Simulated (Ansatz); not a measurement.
## Ta: computed properties

Level of theory: Ansatz 0.2.0, DFT PBEsol, scalar-relativistic, plane waves, PAW.

Settings: cutoff 420 eV, Γ-centred mesh 18×18×18 on the computed 1-atom cell, Gaussian smearing of 0.10 eV; no spin polarisation.

The structure is relaxed at this level of theory with its symmetry kept.

It takes space group Im-3m (No. 229, cubic). The conventional cell has a = 3.281 Å, b = 3.281 Å, c = 3.281 Å, α = 90.00°, β = 90.00°, γ = 90.00°. Around Ta (site symmetry m-3m) lie 8 Ta at 2.84 Å.

```
Volume per atom                                                   : 119.1 bohr³
Formation energy from the elements' standard states (uncorrected) : -0.002 eV/atom
Kohn–Sham band gap                                                : none (metal)
Density of states at the Fermi level                              : 1.26 states/eV per cell
Löwdin character within 0.5 eV of the Fermi level                 : Ta 5d 85 %, Ta 6s 8 %, unprojected 5 %
Bulk modulus                                                      : 209 GPa
Its pressure derivative                                           : 4.0
Bader charges (e)                                                 : Ta (1 in the cell) 0.00
```

Spin-orbit coupling is left out, which matters for the bands of heavy elements.